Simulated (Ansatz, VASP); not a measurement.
# HfO2: VASP beside Ansatz

File POSCAR:

```
HfO2
1.0
    0.0000000000      2.5291823175      2.5291823175
    2.5291823175      0.0000000000      2.5291823175
    2.5291823175      2.5291823175      0.0000000000
Hf O
1 2
Direct
    0.0000000000      0.0000000000      0.0000000000
    0.2500000000      0.2500000000      0.2500000000
    0.7500000000      0.7500000000      0.7500000000
```

Contents of INCAR.step1:

```
ALGO     = Normal         # electronic algorithm
EDIFF    = 1E-4           # SCF threshold, eV
ENCUT    = 520            # plane-wave cutoff, eV
GGA      = PE             # functional
ISMEAR   = 0              # smearing method
LASPH    = True           # aspherical terms in the spheres
LCHARG   = False          # write CHGCAR
LREAL    = False          # projectors in reciprocal space
LWAVE    = True           # write WAVECAR
NBANDS   = 18             # bands
NELM     = 100            # most SCF steps
PREC     = Accurate       # precision mode
SIGMA    = 0.01           # smearing width, eV
```

Contents of INCAR.step2:

```
ALGO     = Normal         # electronic algorithm
EDIFF    = 1E-7           # SCF threshold, eV
ENCUT    = 520            # plane-wave cutoff, eV
ISIF     = 2              # what is computed and relaxed
ISMEAR   = 0              # smearing method
ISTART   = 1            
LASPH    = True           # aspherical terms in the spheres
LCHARG   = False          # write CHGCAR
LMIXTAU  = True         
LREAL    = False          # projectors in reciprocal space
LWAVE    = False          # write WAVECAR
METAGGA  = R2SCAN         # meta-GGA
NBANDS   = 18             # bands
NELM     = 100            # most SCF steps
PREC     = Accurate       # precision mode
SIGMA    = 0.01           # smearing width, eV
```

Contents of KPOINTS:

```
k-points
0
Gamma
  8 8 8
```

Input for Ansatz:

```yaml
crystal:
  lattice:
    - [0.0, 2.5291823175, 2.5291823175]
    - [2.5291823175, 0.0, 2.5291823175]
    - [2.5291823175, 2.5291823175, 0.0]
  atoms:
    - { symbol: Hf, position: [0.0, 0.0, 0.0] }
    - { symbol: O, position: [0.25, 0.25, 0.25] }
    - { symbol: O, position: [0.75, 0.75, 0.75] }
kpoints:
  mp_grid: { grid: [8, 8, 8] }
  band_path:
    path:
      - [0.0, 0.0, 0.0]
      - [0.5, 0.0, 0.5]
      - [0.625, 0.25, 0.625]
      - [0.375, 0.375, 0.75]
      - [0.5, 0.5, 0.5]
      - [0.5, 0.25, 0.75]
      - [0.0, 0.5, 0.5]
    npoints: 1
hamiltonian:
  xc: r2scan
scf:
  occupations: { method: fixed }
  n_extra_bands: 4
output:
  forces: true
  stress: true
  eigenvalues: true
```

Alike in both runs: task single point; functional r2SCAN; k mesh 8 × 8 × 8; no spin polarisation.

```csv
,VASP,Ansatz
version,VASP 6.6.1,Ansatz 0.2.0
potentials or method,"VASP PAW PBE potentials, release 64 (Hf_pv, O)","plane waves, PAW"
plane-wave cutoff (eV),520,500
occupations,"gaussian, width 0.01 eV",fixed
valence electrons in the cell,22,38
```

|  | VASP | Ansatz | Ansatz less VASP |
| --- | --- | --- | --- |
| gap on the k mesh at the Fermi level (eV) | 4.31 | 4.30 | -0.012 |
| pressure (GPa) | -4.0 | 0.0 | +3.99 |

One of these differences is far larger than is usual between the two programs; its cause wasn't traced. The two sets of potentials don't hold the same shells in valence.

Caveats: the PAW data sets were made with another functional, which shifts forces and pressure a little (VASP); spin-orbit coupling is left out, which moves the levels of the heavy elements. A k mesh can miss the band edges. r2SCAN opens gaps a little over a GGA but as a rule still falls short of measured ones.
